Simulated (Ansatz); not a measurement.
Pd:

```xyz
1
Lattice="-1.5723 1.5723 1.5723 1.5723 -1.5723 1.5723 1.5723 1.5723 -1.5723" Properties=species:S:1:pos:R:3 pbc="T T T"
Pd    0.0000    0.0000    0.0000
```

This isn't the form of Pd at room conditions, which is fcc.

| Property | Result |
| --- | --- |
| Program | Ansatz 0.2.0 |
| Task | relaxation of cell and atoms |
| Functional | RPBE |
| Dispersion | D3(BJ) |
| Potentials or basis | Ansatz PAW |
| Cutoff | 420 eV (not typed: the program's choice for these potentials) |
| k mesh | 12 × 12 × 12 |
| Occupations | fermi-dirac, width 0.05 eV |
| Spin | no spin polarisation |

At the start: volume 15.55 Å³/atom.

**Question.** Where does the relaxation end?

**Answer.** It ends after 8 steps and the volume is 12.97 Å³/atom (-16.6 %); space group Im-3m (No. 229, to 0.05 Å).

Step by step:
```csv
step,energy change (eV),largest force (eV/Å),volume (Å³)
1,0.0000,0.0000,15.55
2,-0.3397,0.0000,13.38
3,-0.3497,0.0000,12.77
4,-0.3525,0.0000,12.97
5,-0.3525,0.0000,12.96
6,-0.3501,0.0000,12.96
7,-0.3501,0.0000,12.97
8,-0.3501,0.0000,12.97
```

Final structure:
```cif
data_structure
_symmetry_space_group_name_H-M 'P 1'
_symmetry_Int_Tables_number 1
_cell_length_a 2.5634
_cell_length_b 2.5634
_cell_length_c 2.5634
_cell_angle_alpha 109.471
_cell_angle_beta 109.471
_cell_angle_gamma 109.471
_cell_volume 12.97
loop_
_atom_site_label
_atom_site_type_symbol
_atom_site_fract_x
_atom_site_fract_y
_atom_site_fract_z
_atom_site_occupancy
Pd1 Pd 0.00000 0.00000 0.00000 1
```

Caveat: the volume moved by over 15 % at a fixed basis, so the end points are rough; the plane-wave basis is chosen anew once the cell has moved, so the energies of steps on either side of that aren't comparable; pairwise dispersion overbinds metals, which lowers pressure and volume; the PAW data sets come from PBE, with cores solved anew for the run's functional, which leaves a small shift of forces and pressure.
